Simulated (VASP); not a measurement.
# Sr (Fm-3m) in VASP: elastic constants with r2SCAN

Aim: the elastic constants of Sr with r2SCAN.

Everything below comes from runs of VASP 6.6.1. Logs are shortened: lines on timing, memory, paths and dates and some standing lists are left out, and cuts for length are marked.

**1. The structure**

The structure is cubic, space group Fm-3m (No. 225). The conventional cell has a = 6.067 Å, b = 6.067 Å, c = 6.067 Å, α = 90.00°, β = 90.00°, γ = 90.00°. Sr (site symmetry m-3m) has 12 Sr at 4.29 Å as nearest neighbours.

**2. Elastic constants, r2SCAN**

POSCAR reads:

```
Sr
1.0
    0.0000000000      3.0336031300      3.0336031300
    3.0336031300      0.0000000000      3.0336031300
    3.0336031300      3.0336031300      0.0000000000
Sr
1
Direct
    0.0000000000      0.0000000000      0.0000000000
```

INCAR.step1 reads:

```
SYSTEM = Sr
PREC = Accurate ; ENCUT = 600
EDIFF = 1E-8 ; ISMEAR = 0
SIGMA = 0.1 ; LREAL = .False.
LASPH = .True. ; NELM = 60
ALGO = Normal ; ISIF = 3
LWAVE = .False. ; LCHARG = .False.
METAGGA = R2SCAN ; LMIXTAU = .True.
IBRION = 2 ; NSW = 40
EDIFFG = -0.002
```

INCAR.step2 reads:

```
SYSTEM = Sr
PREC = Accurate ; ENCUT = 600
EDIFF = 1E-8 ; ISMEAR = 0
SIGMA = 0.1 ; LREAL = .False.
LASPH = .True. ; NELM = 60
ALGO = Normal ; ISIF = 3
LWAVE = .False. ; LCHARG = .False.
METAGGA = R2SCAN ; LMIXTAU = .True.
IBRION = 6 ; NFREE = 2
POTIM = 0.015 ; NSW = 1
```

KPOINTS reads:

```
Automatic mesh
0
Gamma
  12 12 12
  0 0 0
```

Potentials or basis: VASP PAW PBE potentials, release 64 (Sr_sv).

Started as:

```bash
$ cat potpaw_PBE.64/Sr_sv/POTCAR > POTCAR
$ cp INCAR.step1 INCAR
$ mpirun -np 1 vasp_std > vasp.out
$ cp CONTCAR POSCAR
$ cp INCAR.step2 INCAR
$ mpirun -np 1 vasp_std > vasp.out
```

OUTCAR:

```text
SYSTEM = Sr
   PREC = Accurate
   ENCUT = 600
   EDIFF = 1E-8
   ISMEAR = 0
   LREAL = .False.
   LASPH = .True.
   NELM = 60
   ISIF = 3
   METAGGA = R2SCAN
   IBRION = 6
   NFREE = 2
   POTIM = 0.015
   NSW = 1

 ion  position               nearest neighbor table
   1  0.000  0.000  0.000-

  LATTYP: Found a face centered cubic cell.
 ALAT       =     6.1022409824

  Lattice vectors:

 A1 = (   0.0000000000,   3.0511204912,   3.0511204912)
 A2 = (   3.0511204912,   0.0000000000,   3.0511204912)
 A3 = (   3.0511204912,   3.0511204912,   0.0000000000)

Analysis of symmetry for initial positions (statically):
=====================================================================
 Subroutine PRICEL returns:
 Original cell was already a primitive cell.

 Routine SETGRP: Setting up the symmetry group for a
 face centered cubic supercell.

 Subroutine GETGRP returns: Found 48 space group operations
 (whereof 48 operations were pure point group operations)
 out of a pool of 48 trial point group operations.

The static configuration has the point symmetry O_h .

Analysis of symmetry for dynamics (positions and initial velocities):
=====================================================================
 Subroutine PRICEL returns:
 Original cell was already a primitive cell.

 Routine SETGRP: Setting up the symmetry group for a
 face centered cubic supercell.

 Subroutine GETGRP returns: Found 48 space group operations
 (whereof 48 operations were pure point group operations)
 out of a pool of 48 trial point group operations.

The dynamic configuration has the point symmetry O_h .

 Subroutine INISYM returns: Found 48 space group operations
 (whereof 48 operations are pure point group operations),
 and found     1 'primitive' translations

----------------------------------------------------------------------------------------

                                     Primitive cell

  volume of cell :      56.8078

  direct lattice vectors                    reciprocal lattice vectors
     0.000000000  3.051120491  3.051120491    -0.163874223  0.163874223  0.163874223
     3.051120491  0.000000000  3.051120491     0.163874223 -0.163874223  0.163874223
     3.051120491  3.051120491  0.000000000     0.163874223  0.163874223 -0.163874223

  length of vectors
     4.314935979  4.314935979  4.314935979     0.283838480  0.283838480  0.283838480

  position of ions in fractional coordinates (direct lattice)
     0.000000000  0.000000000  0.000000000

  ion indices of the primitive-cell ions
   primitive index   ion index
                 1           1

----------------------------------------------------------------------------------------

 KPOINTS: Automatic mesh

Automatic generation of k-mesh.
 Grid dimensions read from file:
 generate k-points for:   12   12   12

 Generating k-lattice:

  Cartesian coordinates                     Fractional coordinates (reciprocal lattice)
    -0.013656185  0.013656185  0.013656185     0.083333333  0.000000000  0.000000000
     0.013656185 -0.013656185  0.013656185     0.000000000  0.083333333  0.000000000
     0.013656185  0.013656185 -0.013656185     0.000000000  0.000000000  0.083333333

  Length of vectors
     0.023653207  0.023653207  0.023653207
[... 98 lines left out ...]
  ---------------------------------------------------
  ext. energy  EPLUGINS =         0.00000000
  ---------------------------------------------------
  free energy    TOTEN  =       -15.10134474 eV

  energy without entropy =      -15.09233523  energy(sigma->0) =      -15.09683998

------------------------ aborting loop because EDIFF is reached ----------------------------------------

  FORCE on cell =-STRESS in cart. coord.  units (eV):
  Direction    XX          YY          ZZ          XY          YZ          ZX
  --------------------------------------------------------------------------------------
  -------------------------------------------------------------------------------------
  Total       -0.0002200     -0.0002200     -0.0002200      0.0000000     -0.0000000      0.0000000
  in kB       -0.0062055     -0.0062055     -0.0062055      0.0000000     -0.0000000      0.0000000
  external PRESSURE =      -0.0062055 kB  Pullay stress =       0.0000000 kB
[... 86 lines left out ...]
  FREE ENERGIE OF THE ION-ELECTRON SYSTEM (eV)
  ---------------------------------------------------
  free  energy   TOTEN  =       -15.1008057466 eV

  energy  without entropy=      -15.0919324594  energy(sigma->0) =      -15.09636910

[... ionic steps 4 to 12 ...]

--------------------------------------- Ionic step       13  -------------------------------------------

 number of electron      10.0000000 magnetization

------------------------ aborting loop because EDIFF is reached ----------------------------------------
[... 65 lines left out ...]
--------------------------------------- Ionic step       15  -------------------------------------------

 number of electron      10.0000000 magnetization

 Free energy of the ion-electron system (eV)
  ---------------------------------------------------
  ext. energy  EPLUGINS =         0.00000000
  ---------------------------------------------------
  free energy    TOTEN  =       -15.10134457 eV

  energy without entropy =      -15.09233506  energy(sigma->0) =      -15.09683981

 E-fermi :   1.4782     XC(G=0):  -7.6900

 val. band max:        1.4575470652   @ k =  -0.4167   0.2500   0.0000
 cond. band min:       1.4789590999   @ k =   0.5000   0.0833   0.0000
 fundamental gap:      0.0214120347
 Fermi energy:         1.4781750716

 k-point     1 :       0.0000    0.0000    0.0000
  band No.  band energies     occupation
      1     -36.5913      2.00000
      2     -17.8547      2.00000
      3     -17.8547      2.00000
      4     -17.8547      2.00000
      5      -2.2915      2.00000
      6       4.1605      0.00000
      7       4.1605      0.00000
      8       4.1605      0.00000
      9       5.6579      0.00000
[... 265 lines left out ...]
 k-point    24 :      -0.4167    0.1667    0.0000
  band No.  band energies     occupation
      1     -36.5770      2.00000
      2     -18.0200      2.00000
      3     -17.9122      2.00000
      4     -17.8860      2.00000
      5       0.7721      2.00000
      6       1.5164      0.58870
      7       3.3023      0.00000
      8       4.2906      0.00000
      9       6.4032      0.00000

 [... further k-points ...]

------------------------ aborting loop because EDIFF is reached ----------------------------------------

  FORCE on cell =-STRESS in cart. coord.  units (eV):
  Direction    XX          YY          ZZ          XY          YZ          ZX
  --------------------------------------------------------------------------------------
  -------------------------------------------------------------------------------------
  Total       -0.0002221     -0.0002221     -0.0002221      0.0000000      0.0000000     -0.0000000
  in kB       -0.0062645     -0.0062645     -0.0062645      0.0000000      0.0000000     -0.0000000
  external PRESSURE =      -0.0062645 kB  Pullay stress =       0.0000000 kB
[... 16 lines left out ...]
  FREE ENERGIE OF THE ION-ELECTRON SYSTEM (eV)
  ---------------------------------------------------
  free  energy   TOTEN  =       -15.1013445738 eV

  energy  without entropy=      -15.0923350558  energy(sigma->0) =      -15.09683981

 INTERNAL STRAIN TENSORS FROM STRAINED CELLS
 ============================================

 INTERNAL STRAIN TENSOR FOR ION    1 for displacements in x,y,z  (eV/Angst):
          X           Y           Z          XY          YZ          ZX
  --------------------------------------------------------------------------------
  x     0.00000    -0.00000    -0.00000     0.00000    -0.00000     0.00000
  y    -0.00000     0.00000    -0.00000     0.00000     0.00000     0.00000
  z     0.00000     0.00000    -0.00000     0.00000     0.00000     0.00000

 INTERNAL STRAIN TENSORS FROM DISPLACED ATOMS
 ============================================

 INTERNAL STRAIN TENSOR FOR ION    1 for displacements in x,y,z  (eV/Angst):
          X           Y           Z          XY          YZ          ZX
  --------------------------------------------------------------------------------
  x     0.00000     0.00000     0.00000     0.00000     0.00000     0.00000
  y     0.00000     0.00000     0.00000     0.00000     0.00000     0.00000
  z     0.00000     0.00000     0.00000     0.00000     0.00000     0.00000

 Eigenvectors and eigenvalues of the dynamical matrix
 ----------------------------------------------------

   1 f  =    0.000000 THz     0.000000 2PiTHz    0.000000 cm-1     0.000000 meV
             X         Y         Z           dx          dy          dz
      0.000000  0.000000  0.000000     0.894427    0.447214    0.000000

   2 f  =    0.000000 THz     0.000000 2PiTHz    0.000000 cm-1     0.000000 meV
             X         Y         Z           dx          dy          dz
      0.000000  0.000000  0.000000     0.447214   -0.894427    0.000000

   3 f  =    0.000000 THz     0.000000 2PiTHz    0.000000 cm-1     0.000000 meV
             X         Y         Z           dx          dy          dz
      0.000000  0.000000  0.000000     0.000000    0.000000    1.000000

--------------------------------------------------------------------------------------------------------

 ELASTIC MODULI CONTR FROM IONIC RELAXATION (kBar)
 Direction    XX          YY          ZZ          XY          YZ          ZX
 --------------------------------------------------------------------------------
 XX           0.0000      0.0000      0.0000      0.0000      0.0000      0.0000
 YY           0.0000      0.0000      0.0000      0.0000      0.0000      0.0000
 ZZ           0.0000      0.0000      0.0000      0.0000      0.0000      0.0000
 XY           0.0000      0.0000      0.0000      0.0000      0.0000      0.0000
 YZ           0.0000      0.0000      0.0000      0.0000      0.0000      0.0000
 ZX           0.0000      0.0000      0.0000      0.0000      0.0000      0.0000
 --------------------------------------------------------------------------------

 TOTAL ELASTIC MODULI (kBar)
 Direction    XX          YY          ZZ          XY          YZ          ZX
 --------------------------------------------------------------------------------
 XX         136.7013    104.2796    104.2796      0.0000      0.0000     -0.0000
 YY         104.2796    136.7013    104.2796     -0.0000      0.0000      0.0000
 ZZ         104.2796    104.2796    136.7013      0.0000     -0.0000     -0.0000
 XY           0.0000     -0.0000      0.0000     80.3779      0.0000      0.0000
 YZ           0.0000      0.0000     -0.0000      0.0000     80.3779      0.0000
 ZX          -0.0000      0.0000     -0.0000      0.0000      0.0000     80.3779
 --------------------------------------------------------------------------------
```

Wall time 2.6 h (1 thread of Intel Xeon Platinum 8259CL at 2.50GHz (Skylake/Cascade Lake), shared host); peak memory 0.64 GiB.

What came out:

```
Relaxed volume                         : 56.81 Å³/atom
Relaxed cell                           : a = 4.315 Å, b = 4.315 Å, c = 4.315 Å, α = 60.00°, β = 60.00°, γ = 60.00°
Space group after relaxing (to 0.05 Å) : Fm-3m (No. 225)
Elastic constants C11, C12, C44        : 14, 10, 8 GPa
Voigt bulk modulus                     : 12 GPa
```

The path:
| step | energy change (eV) | largest force (eV/Å) | pressure (GPa) | volume (Å³) |
| --- | --- | --- | --- | --- |
| 1 | 0.0000 | 0.0000 | 0.20 | 55.83 |
| 2 | -0.0005 | 0.0000 | 0.08 | 56.41 |
| 3 | -0.0006 | 0.0000 | -0.01 | 56.84 |
| 4 | -0.0006 | 0.0000 | 0.00 | 56.81 |

Final structure:
```xyz
1
Lattice="0.0000 3.0511 3.0511 3.0511 0.0000 3.0511 3.0511 3.0511 0.0000" Properties=species:S:1:pos:R:3 pbc="T T T"
Sr    0.0000    0.0000    0.0000
```

Elastic tensor in Voigt notation (GPa, in the Cartesian axes of the cell as first typed):
```
14 10 10  0  0  0
10 14 10  0  0  0
10 10 14  0  0  0
 0  0  0  8  0  0
 0  0  0  0  8  0
 0  0  0  0  0  8
```

Clamped-ion elastic tensor (GPa):
```
14 10 10  0  0  0
10 14 10  0  0  0
10 10 14  0  0  0
 0  0  0  8  0  0
 0  0  0  0  8  0
 0  0  0  0  0  8
```

Caveat: the PAW data sets were made with another functional, which shifts forces and pressure a little.
